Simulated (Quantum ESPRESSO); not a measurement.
## NaCl: electronic dielectric constant by level of theory

**What was measured.** The electronic dielectric constant of NaCl (Fm-3m) is reported as 2.34 at 80 K (a printed reference work). The runs below try to reproduce it.

```cif
data_structure
_symmetry_space_group_name_H-M 'P 1'
_symmetry_Int_Tables_number 1
_cell_length_a 3.9514
_cell_length_b 3.9514
_cell_length_c 3.9514
_cell_angle_alpha 60.000
_cell_angle_beta 60.000
_cell_angle_gamma 60.000
_cell_volume 43.63
loop_
_atom_site_label
_atom_site_type_symbol
_atom_site_fract_x
_atom_site_fract_y
_atom_site_fract_z
_atom_site_occupancy
Cl1 Cl 0.50000 0.50000 0.50000 1
Na1 Na 0.00000 0.00000 0.00000 1
```

```tsv
rung	level	program and potentials	cutoff (eV)	k mesh	task	core time	chip	electronic dielectric constant	miss	notes
GGA	PBE	Quantum ESPRESSO, GBRV 1.5 PBE	612	6 × 6 × 6, shifted	dielectric tensor	81 s	Intel Xeon Platinum 8259CL Skylake/Cascade Lake	2.53	+8.1 %	-
GGA	PBEsol	Quantum ESPRESSO, GBRV 1.5 PBEsol	612	6 × 6 × 6, shifted	dielectric tensor	82 s	Intel Xeon Platinum 8259CL Skylake/Cascade Lake	2.58	+10.3 %	-
GGA	WC	Quantum ESPRESSO, GBRV 1.5 PBE	612	6 × 6 × 6, shifted	dielectric tensor	83 s	Intel Xeon Platinum 8259CL Skylake/Cascade Lake	2.58	+10.3 %	potentials made for PBE
LDA	LDA	Quantum ESPRESSO, GBRV 1.5 LDA	612	6 × 6 × 6, shifted	dielectric tensor	84 s	Intel Xeon Platinum 8259CL Skylake/Cascade Lake	2.62	+12.0 %	-
GGA	AM05	Quantum ESPRESSO, GBRV 1.5 PBE	612	6 × 6 × 6, shifted	dielectric tensor	89 s	Intel Xeon Platinum 8259CL Skylake/Cascade Lake	2.54	+8.5 %	potentials made for PBE
GGA	BLYP	Quantum ESPRESSO, GBRV 1.5 PBE	612	6 × 6 × 6, shifted	dielectric tensor	91 s	Intel Xeon Platinum 8259CL Skylake/Cascade Lake	2.51	+7.3 %	potentials made for PBE
LDA	LDA	Quantum ESPRESSO, GBRV 1.5 LDA	612	4 × 4 × 4, shifted	phonons	2 min	Arm Neoverse V1	2.67	+14.1 %	cell relaxed first (20.47 Å³/atom)
GGA	PBEsol	Quantum ESPRESSO, GBRV 1.5 PBEsol	612	4 × 4 × 4, shifted	phonons	2.7 min	Arm Neoverse V1	2.57	+9.8 %	cell relaxed first (22.05 Å³/atom)
```

Times are single runs on shared hosts and different chips, so they are rough; meshes, cutoffs and the tasks' sizes weigh on the time. All rows: no spin polarisation. Meshes differ between rows, which moves values too. All levels ran on this one cell, unrelaxed unless noted. Meshes are those of the run's cell of 2 atoms unless a note names another. Misses use the values as printed. Runs on faulty files, with rough fits or with known faults for this quantity aren't shown. No row holds spin-orbit coupling.

By rung: LDA 2.62; LDA in relaxed cells 2.67; GGA 2.51 to 2.58; GGA in relaxed cells 2.57. Measured: 2.34 at 80 K (a printed reference work). Closest is BLYP (+7.3 %), and PBE misses by +8.1 % on plain settings. The runs are for a static lattice, while measurements hold temperature and zero-point motion.
